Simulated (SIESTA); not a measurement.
Input of a SIESTA 5.4.2 run:

The input CdTe.fdf:

```
SystemName                      CdTe
SystemLabel                     CdTe
NumberOfSpecies                 2
NumberOfAtoms                   2
%block ChemicalSpeciesLabel
  1  52 Te
  2  48 Cd
%endblock ChemicalSpeciesLabel

LatticeConstant                 1.0 Ang
%block LatticeVectors
     0.0000470000     3.2528470000     3.2528470000
     3.2528470000     0.0000470000     3.2528470000
     3.2528470000     3.2528470000     0.0000470000
%endblock LatticeVectors
AtomicCoordinatesFormat         Fractional
%block AtomicCoordinatesAndAtomicSpecies
     0.7500010000     0.7500010000     0.7500010000  1  Te
    -0.0000010000    -0.0000010000    -0.0000010000  2  Cd
%endblock AtomicCoordinatesAndAtomicSpecies

%block kgrid.MonkhorstPack
    5   0   0  0.0
    0   5   0  0.0
    0   0   5  0.0
%endblock kgrid.MonkhorstPack
XC.Functional                   GGA
XC.Authors                      PBEsol
PAO.BasisSize                   TZP
PAO.EnergyShift                 0.002 Ry
Mesh.Cutoff                     1200 Ry
OccupationFunction              FD
ElectronicTemperature           0.05 eV
MaxSCFIterations                120
SCF.MustConverge                false
SCF.Mixer.Method                Pulay
SCF.Mixer.Weight                0.25
SCF.Mixer.History               8
SCF.DM.Tolerance                1.0e-05
SCF.H.Tolerance                 1.0e-04 eV
WriteForces                     true
Charge.Mulliken                 end
MD.TypeOfRun                    FC
FC.First                        1
FC.Last                         2
FC.Displacement                 0.04 Bohr
```

vibra.fdf

```
SystemLabel                     CdTe
NumberOfAtoms                   2
LatticeConstant                 1.0 Ang
%block LatticeVectors
     0.0000470000     3.2528470000     3.2528470000
     3.2528470000     0.0000470000     3.2528470000
     3.2528470000     3.2528470000     0.0000470000
%endblock LatticeVectors
AtomicCoordinatesFormat         NotScaledCartesianAng
%block AtomicCoordinatesAndAtomicSpecies
     4.8793122557     4.8793122557     4.8793122557 1 127.6000
    -0.0000065057    -0.0000065057    -0.0000065057 2 112.4140
%endblock AtomicCoordinatesAndAtomicSpecies
SuperCell_1                     0
SuperCell_2                     0
SuperCell_3                     0
AtomicDispl                     0.04 Bohr
BandLinesScale                  ReciprocalLatticeVectors
%block BandLines
  1  0.0 0.0 0.0  \Gamma
%endblock BandLines
```

Potentials or basis: PseudoDojo 0.4 standard (PBEsol files), TZP (energy shift 0.002 Ry).

Launch:

```console
$ siesta CdTe.fdf > CdTe.out 2>&1
$ vibra < vibra.fdf > vibra.out
```

What does it give for the highest phonon frequency at Γ, LO-TO splitting left out?

153 cm⁻¹.

Phonon frequencies in cm⁻¹ (negative: imaginary):
| q point | frequencies |
| --- | --- |
| (0.000, 0.000, 0.000) | 0 0 0 153 153 153 |

Caveat: no splitting of longitudinal and transverse optical modes; the basis of atomic orbitals isn't converged, which shifts pressures, moduli and gaps. Spin-orbit coupling is left out, which matters for the levels of Te.
